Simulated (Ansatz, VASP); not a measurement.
**Sc in VASP and in Ansatz**

File INCAR:

```
SYSTEM = Sc
ALGO     = Normal         ! electronic algorithm
EDIFF    = 1E-6           ! SCF threshold, eV
ENCUT    = 520            ! plane-wave cutoff, eV
ISIF     = 2              ! what is computed and relaxed
ISMEAR   = -1             ! smearing method
LASPH    = .TRUE.         ! aspherical terms in the spheres
LCHARG   = .FALSE.        ! write CHGCAR
LREAL    = .FALSE.        ! projectors in reciprocal space
LWAVE    = .FALSE.        ! write WAVECAR
NBANDS   = 12             ! bands
NELM     = 60             ! most SCF steps
PREC     = Accurate       ! precision mode
SIGMA    = 0.05           ! smearing width, eV
```

The input KPOINTS:

```
k-points
0
G
  17 17 17
  0 0 0
```

The input POSCAR:

```
Sc
1.0
   -1.5682094236      1.5682094236      1.5682094236
    1.5682094236     -1.5682094236      1.5682094236
    1.5682094236      1.5682094236     -1.5682094236
Sc
1
Direct
    0.0000000000      0.0000000000      0.0000000000
```

Input for Ansatz:

```yaml
crystal:
  lattice:
    - [-1.5682094236, 1.5682094236, 1.5682094236]
    - [1.5682094236, -1.5682094236, 1.5682094236]
    - [1.5682094236, 1.5682094236, -1.5682094236]
  atoms:
    - { symbol: Sc, position: [0.0, 0.0, 0.0] }
kpoints:
  mp_grid: { grid: [17, 17, 17] }
scf:
  occupations: { method: fermi_dirac, width: 0.05 }
hamiltonian:
  xc: lda
  pseudopotentials: { kind: all_electron, lapw: { basis_error: 0.001 } }
output:
  forces: true
  stress: true
  eigenvalues: true
  populations: true
```

Change from the starting cell: volume scaled by 0.68, LAPW.

Alike in both runs: task single point; functional LDA; k mesh 17 × 17 × 17; occupations fermi-dirac, width 0.05 eV; no spin polarisation.

|  | VASP | Ansatz |
| --- | --- | --- |
| version | VASP 6.6.1 | Ansatz 0.2.0 |
| potentials or method | VASP PAW LDA potentials, release 64 (Sc_sv) | all-electron LAPW, scalar-relativistic |
| plane-wave cutoff (eV) | 520 | see its input |

|  | VASP | Ansatz | Ansatz less VASP |
| --- | --- | --- | --- |
| pressure (GPa) | 39.8 | 39.3 | -0.51 |

Ansatz ran all-electron here, so the differences hold the error of VASP's frozen core and of both bases.

Caveats: so large a pressure means that the cell lies far from this level's equilibrium, or that cutoff or potentials fall short (VASP).
